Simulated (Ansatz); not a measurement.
# GaP: the cost of one run

Program: Ansatz 0.2.0. Level of theory: DFT PBE, scalar-relativistic, plane waves, PAW. These are calculated values, not measurements.

2 further runs of the same task are left out: 2 set aside as unsound or not needed.

**1. The starting structure**

It takes space group F-43m (No. 216, cubic). Conventional cell: a = 5.505 Å, b = 5.505 Å, c = 5.505 Å, α = 90.00°, β = 90.00°, γ = 90.00°. Ga (site symmetry -43m) has 4 P at 2.38 Å as nearest neighbours. Around P (site symmetry -43m) lie 4 Ga at 2.38 Å.

Coordinates:

```
CELL_PARAMETERS angstrom
0.00000 2.75254 2.75254
2.75254 0.00000 2.75254
2.75254 2.75254 0.00000
ATOMIC_POSITIONS crystal
Ga 0.00000 0.00000 0.00000
P 0.25000 0.25000 0.25000
```

This cell was relaxed beforehand with the same method: volume 20.85 Å³/atom, gap on the mesh 1.58 eV.

**2. Next: the (110) antiphase boundary, species swapped**

The upper half of the cell takes the other sublattice, which makes two boundaries. Atoms and height relax; energies count from the bulk on a matched mesh, -2269.7795 eV an atom.

The cell holds 8 Ga, 8 P: a = 3.893 Å, b = 5.505 Å, c = 15.571 Å, α = 90.00°, β = 90.00°, γ = 90.00°.

**3. The relaxation run**

input.yaml reads:

```yaml
crystal:
  lattice:
    - [3.8926748957, 0.0, 0.0]
    - [0.0, 5.5050736314, 0.0]
    - [0.0, 0.0, 15.5706995828]
  atoms:
    - { symbol: Ga, position: [0.0, 0.0, 0.0] }
    - { symbol: P, position: [0.0, 0.75, 0.125] }
    - { symbol: Ga, position: [0.5, 0.5, 0.125] }
    - { symbol: P, position: [0.5, 0.25, 0.25] }
    - { symbol: Ga, position: [0.0, 0.0, 0.25] }
    - { symbol: P, position: [0.0, 0.75, 0.375] }
    - { symbol: Ga, position: [0.5, 0.5, 0.375] }
    - { symbol: Ga, position: [0.5, 0.25, 0.5] }
    - { symbol: P, position: [0.0, 0.0, 0.5] }
    - { symbol: Ga, position: [0.0, 0.75, 0.625] }
    - { symbol: P, position: [0.5, 0.5, 0.625] }
    - { symbol: Ga, position: [0.5, 0.25, 0.75] }
    - { symbol: P, position: [1.0, 0.0, 0.75] }
    - { symbol: Ga, position: [0.0, 0.75, 0.875] }
    - { symbol: P, position: [0.5, 0.5, 0.875] }
    - { symbol: P, position: [0.5, 0.25, 0.0] }
basis:
  ecutwfc: 420
kpoints:
  mp_grid: { grid: [8, 6, 2] }
hamiltonian:
  xc: pbe
scf:
  occupations: { method: gaussian, width: 0.05 }
output:
  forces: true
  stress: true
  eigenvalues: true
  populations: true
  write_density: true
  write_potential: true
  elf: true
  volumetric_format: npy
relax:
  adjacent_minimum: "off"
  f_tol: 0.02
  max_steps: 45
  cell: { fix: [a, b, alpha, beta, gamma], stress_tol: 0.1 }
```

The run is started by

```
> ansatz run input.yaml --threads 2 --pin off --max-ram 5120MiB --backend cpu --events-out ev --progress --plain --runs-dir out
```

What time and memory should one allow on 2 threads of Arm Neoverse V2, shared host?

About 5.7 min, with a peak of 1.2 GiB.
